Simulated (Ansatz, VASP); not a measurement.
**One calculation of Ta, two programs**

```
Ta
1.0
     2.90037    0.00000    0.00000
    -1.45019    2.51180    0.00000
     0.00000    0.00000    5.16627
Ta
2
Direct
  0.33333 0.66667 0.25000
  0.66667 0.33333 0.75000
```

Alike in both runs: task relaxation of cell and atoms; functional RPBE; k mesh 11 × 11 × 5; occupations fermi-dirac, width 0.05 eV; no spin polarisation.

|  | VASP | Ansatz |
| --- | --- | --- |
| version | VASP 6.6.1 | Ansatz 0.2.0 |
| potentials or method | VASP PAW PBE potentials, release 64 (Ta_pv), cutoff 600 eV | all-electron LAPW, scalar-relativistic |

VASP gave:

* relaxed volume (Å³/atom): 19.05
* relaxed cell length with the largest relative difference (Å): 2.909
* energy change over the relaxation (meV/atom): -2

Which values does Ansatz return?

Relaxed volume (Å³/atom): 19.05; relaxed cell length with the largest relative difference (Å): 2.910; energy change over the relaxation (meV/atom): -2.

Ansatz ran all-electron here, so the differences hold the error of VASP's frozen core and of both bases.

Caveats: the PAW data sets were made with another functional, which shifts forces and pressure a little (VASP). Spin-orbit coupling is left out, which matters for the levels of Ta.
